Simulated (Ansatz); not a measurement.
Crystal: HfO2.

```
CELL_PARAMETERS angstrom
5.21946 0.00000 0.00000
0.00000 5.00476 0.00000
0.00000 0.00000 5.03269
ATOMIC_POSITIONS crystal
Hf 0.96699 0.73252 0.74144
Hf 0.53301 0.73252 0.24144
Hf 0.46699 0.26748 0.74144
Hf 0.03301 0.26748 0.24144
O 0.63213 0.92865 0.87927
O 0.86787 0.92865 0.37927
O 0.23395 0.53988 0.49229
O 0.26605 0.53988 0.99229
O 0.76605 0.46012 0.99229
O 0.73395 0.46012 0.49229
O 0.13213 0.07135 0.87927
O 0.36787 0.07135 0.37927
```

Measurements of this composition are mostly on another form, of space group No. 14.

Base run:

| Quantity | Value |
| --- | --- |
| Program | Ansatz 0.2.0 |
| Functional | RPBE |
| Potentials or basis | Ansatz PAW |
| Cutoff | 420 eV (not typed: the program's choice for these potentials) |
| k mesh | 4 × 5 × 4 |
| Occupations | fermi-dirac, width 0.05 eV |
| Spin | no spin polarisation |

Its results: band gap on the k mesh 4.62 eV, indirect (least direct gap 4.83 eV); pressure 14.9 GPa; largest force 0.138 eV/Å.

Question: After a change of settings the same cell gave: band gap on the k mesh 4.57 eV, indirect (least direct gap 4.78 eV); pressure 16.5 GPa; largest force 0.156 eV/Å. Which change was it?
A. functional from RPBE to revPBE
B. functional from RPBE to r2SCAN; cutoff from 420 eV (not typed: the program's choice for these potentials) to 500 eV (not typed: the program's choice for these potentials)
C. functional from RPBE to BLYP
D. functional from RPBE to PBEsol

Answer: C.

Caveats: spin-orbit coupling is left out, which moves the levels of the heavy elements; the PAW data sets come from PBE, with cores solved anew for the run's functional, which leaves a small shift of forces and pressure.

Runs at the PBE level aren't shown here.
